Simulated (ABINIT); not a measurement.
ZnS (Wurtzite-2H):

```
Zn S
1.0
     3.81100    0.00000    0.00000
    -1.90550    3.30042    0.00000
     0.00000    0.00000    6.23400
Zn S
2 2
Direct
  0.66667 0.33333 0.50000
  0.33333 0.66667 0.00000
  0.66667 0.33333 0.88500
  0.33333 0.66667 0.38500
```

Base run:

```yaml
Program: ABINIT 10.8.3 (patched build)
Functional: HCTH407
Potentials_or_basis: JTH PAW PBE v2.0
Cutoff: 544 eV
k_mesh: 8 × 8 × 5
Occupations: fermi-dirac, width 0.05 eV
Spin: no spin polarisation
```

Its results: band gap on the k mesh 2.75 eV, direct; largest force 0.290 eV/Å.

Question: After a change of settings the same cell gave: band gap on the k mesh 2.23 eV, direct; largest force 0.315 eV/Å. Which change was it?
A. functional from HCTH407 to LDA-Teter; potentials or basis from JTH PAW PBE v2.0 to JTH PAW LDA v2.0
B. functional from HCTH407 to PBE
C. functional from HCTH407 to LDA; potentials or basis from JTH PAW PBE v2.0 to JTH PAW LDA v2.0
D. functional from HCTH407 to PBEsol; k mesh from 8 × 8 × 5 to 3 × 3 × 2

Answer: B.

Caveats: the PAW data sets were made with another functional, which shifts forces and pressure a little (some runs).
